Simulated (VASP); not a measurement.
# C (P6_3/mmc) in VASP: further runs, part 2 of 2

VASP 6.6.1.

## Step 3: Relaxation of cell and atoms, PBE+D3(BJ)

This run uses another cell than the first one, of 8.57 Å³/atom, 0.834 times its volume.

The input, INCAR:

```
PREC     = Accurate       # precision mode
ENCUT    = 520            # plane-wave cutoff, eV
EDIFF    = 1E-7           # SCF threshold, eV
ISMEAR   = 0              # smearing method
SIGMA    = 0.02           # smearing width, eV
LREAL    = False          # projectors in reciprocal space
LASPH    = True           # aspherical terms in the spheres
NELM     = 60             # most SCF steps
ALGO     = Normal         # electronic algorithm
ISIF     = 3              # what is computed and relaxed
LWAVE    = False          # write WAVECAR
LCHARG   = False          # write CHGCAR
GGA      = PE             # functional
IVDW     = 12             # dispersion correction
IBRION   = 2              # ionic algorithm
NSW      = 80             # ionic steps
EDIFFG   = -0.002         # ionic threshold
```

The input, KPOINTS:

```
Automatic mesh
0
Gamma
  3 3 1
```

The input, POSCAR:

```
C                                       
1.0
    2.4736723155     -0.0000000000      0.0000000000
   -1.2368361577      2.1422630662      0.0000000000
   -0.0000000000     -0.0000000000      6.4720056299
  C             
     4
Direct
     0.0000000000000000    1.0000000000000000    0.2500000000000000
     0.0000000000000000    0.0000000000000000    0.7500000000000000
     0.3333333300000021    0.6666666699999979    0.2500000000000000
     0.6666666699999979    0.3333333300000021    0.7500000000000000
```

Potentials or basis: VASP PAW PBE potentials, release 64 (C).

Launch:

```console
cat potpaw_PBE.64/C/POTCAR > POTCAR
mpirun -np 1 vasp_std > vasp.out
```

OUTCAR:

```text
PREC = Accurate
   ENCUT = 520
   EDIFF = 1E-7
   ISMEAR = 0
   LREAL = False
   LASPH = True
   NELM = 60
   ISIF = 3
   GGA = PE
   IVDW = 12
   IBRION = 2
   NSW = 80
   EDIFFG = -0.002
 IVDW          = 12

 ion  position               nearest neighbor table
   1  0.000  0.000  0.250-   3 1.43   3 1.43   3 1.43
   2  0.000  0.000  0.750-   4 1.43   4 1.43   4 1.43
   3  0.333  0.667  0.250-   1 1.43   1 1.43   1 1.43
   4  0.667  0.333  0.750-   2 1.43   2 1.43   2 1.43

  LATTYP: Found a hexagonal cell.
 ALAT       =     2.4736723155
 C/A-ratio  =     2.6163552825

  Lattice vectors:

 A1 = (   2.4736723155,   0.0000000000,   0.0000000000)
 A2 = (  -1.2368361577,   2.1422630662,   0.0000000000)
 A3 = (   0.0000000000,   0.0000000000,   6.4720056299)

Analysis of symmetry for initial positions (statically):
=====================================================================
 Subroutine PRICEL returns:
 Original cell was already a primitive cell.

 Routine SETGRP: Setting up the symmetry group for a
 hexagonal supercell.

 Subroutine GETGRP returns: Found 24 space group operations
 (whereof 12 operations were pure point group operations)
 out of a pool of 24 trial point group operations.

The static configuration has the point symmetry D_3d.
[... 126 lines left out ...]
   LEPSILON=     F    determine dielectric tensor
   LRPA    =     F    only Hartree local field effects (RPA)
 conjugate gradient relaxation of ions
 non-spin polarized calculation
 Gauss-broadening in eV      SIGMA  =   0.02
  energy-cutoff  :      520.00
  volume of cell :       34.30
 maximum number of plane-waves:       930
 NGX is ok and might be reduce to    18
   NGX =  9   NGY =  9   NGZ = 25

--------------------------------------- Ionic step        1  -------------------------------------------

 number of electron      15.9999994 magnetization

 Free energy of the ion-electron system (eV)
  ---------------------------------------------------
  ext. energy  EPLUGINS =         0.00000000
  ---------------------------------------------------
  free energy    TOTEN  =       -35.82651782 eV

  energy without entropy =      -35.82150280  energy(sigma->0) =      -35.82401031

------------------------ aborting loop because EDIFF is reached ----------------------------------------

 Edisp (eV)   -0.65187

 E8    (eV) :    -0.1856
[... 243 lines left out ...]
--------------------------------------- Ionic step        7  -------------------------------------------

 number of electron      15.9999994 magnetization

 Free energy of the ion-electron system (eV)
  ---------------------------------------------------
  ext. energy  EPLUGINS =         0.00000000
  ---------------------------------------------------
  free energy    TOTEN  =       -35.82880864 eV

  energy without entropy =      -35.82379362  energy(sigma->0) =      -35.82630113

 E-fermi :   4.9086     XC(G=0): -10.5125

 val. band max:        4.9086019546   @ k =   0.3333   0.3333   0.0000
 cond. band min:       4.9086020068   @ k =   0.3333   0.3333   0.0000
 fundamental gap:      0.0000000522
 Fermi energy:         4.9086019807

 k-point     1 :       0.0000    0.0000    0.0000
  band No.  band energies     occupation
      1     -14.6517      2.00000
      2     -14.2615      2.00000
      3      -3.6593      2.00000
      4      -1.3223      2.00000
      5       1.9519      2.00000
      6       1.9519      2.00000
      7       1.9786      2.00000
      8       1.9786      2.00000
      9       9.5552      0.00000
     10      13.2006      0.00000
     11      13.2008      0.00000
     12      13.2718      0.00000
[... 63 lines left out ...]
  FREE ENERGIE OF THE ION-ELECTRON SYSTEM (eV)
  ---------------------------------------------------
  free  energy   TOTEN  =       -36.4784541514 eV

  energy  without entropy=      -36.4734391328  energy(sigma->0) =      -36.47594664

 reached required accuracy - stopping structural energy minimisation
```

OSZICAR:

```text
N       E                     dE             d eps       ncg     rms          rms(c)
DAV:   1     0.392853371368E+02    0.39285E+02   -0.82139E+03    72   0.124E+03
DAV:   2    -0.344181792191E+02   -0.73704E+02   -0.68291E+02    84   0.217E+02
DAV:   3    -0.381231973430E+02   -0.37050E+01   -0.36687E+01    96   0.478E+01
DAV:   4    -0.381715824494E+02   -0.48385E-01   -0.48186E-01    84   0.621E+00
[... 41 lines left out ...]
       N       E                     dE             d eps       ncg     rms          rms(c)
DAV:   1    -0.358288219931E+02   -0.25259E-03   -0.52879E-04    80   0.187E-01    0.148E-02
DAV:   2    -0.358288126153E+02    0.93779E-05   -0.11981E-05    80   0.263E-02    0.792E-03
DAV:   3    -0.358288086444E+02    0.39708E-05   -0.12234E-05    80   0.236E-02    0.190E-03
DAV:   4    -0.358288086413E+02    0.31469E-08   -0.20083E-07    72   0.336E-03
   7 F= -.36478454E+02 E0= -.36475947E+02  d E =-.557788E-04
```

CONTCAR:

```text
C
   1.00000000000000
     2.4741744062243756    0.0000000000000117    0.0000000000000000
    -1.2370872030621676    2.1426978895225139   -0.0000000000000000
     0.0000000000000000   -0.0000000000000000    6.4904227693412473
  C
     4
Direct
     0.0000000000000000    0.0000000000000000    0.2500000000000000
     0.0000000000000000    0.0000000000000000    0.7500000000000000
     0.3333333300000021    0.6666666699999979    0.2500000000000000
     0.6666666699999979    0.3333333300000021    0.7500000000000000

  0.00000000E+00  0.00000000E+00  0.00000000E+00
  0.00000000E+00  0.00000000E+00  0.00000000E+00
  0.00000000E+00  0.00000000E+00  0.00000000E+00
  0.00000000E+00  0.00000000E+00  0.00000000E+00
```

Run time: 11 s. Hardware: 1 thread of Intel Xeon Platinum 8259CL at 2.50GHz (Skylake/Cascade Lake), shared host; peak memory 0.14 GiB.

Results:

| Property | Result |
| --- | --- |
| Free energy | -36.4785 eV |
| Relaxed volume | 8.60 Å³/atom |
| Relaxed cell | a = 2.474 Å, b = 2.474 Å, c = 6.490 Å, α = 90.00°, β = 90.00°, γ = 120.00° |
| Space group after relaxing (to 0.05 Å) | P6_3/mmc (No. 194) |
| Energy gained by relaxing | 0.0 meV/atom |
| Ionic steps | 7 |
| Pressure after relaxing | 0.0 GPa |
| Band gap on the k mesh | none (metal or under the smearing width) |
| Dispersion energy per atom | -0.162 eV |

Final structure:
```
CELL_PARAMETERS angstrom
2.47417 0.00000 0.00000
-1.23709 2.14270 0.00000
0.00000 0.00000 6.49042
ATOMIC_POSITIONS crystal
C 0.00000 0.00000 0.25000
C 0.00000 0.00000 0.75000
C 0.33333 0.66667 0.25000
C 0.66667 0.33333 0.75000
```

Levels at points of the mesh, in eV from the Fermi level:
```csv
k point,band 6,band 7,band 8,band 9,band 10,band 11
"(0.00, 0.00, 0.00)",-2.96,-2.93,-2.93,4.65,8.29,8.29
```

Caveat: the k mesh is coarse (spacing up to 0.98 Å⁻¹), so the values aren't converged.
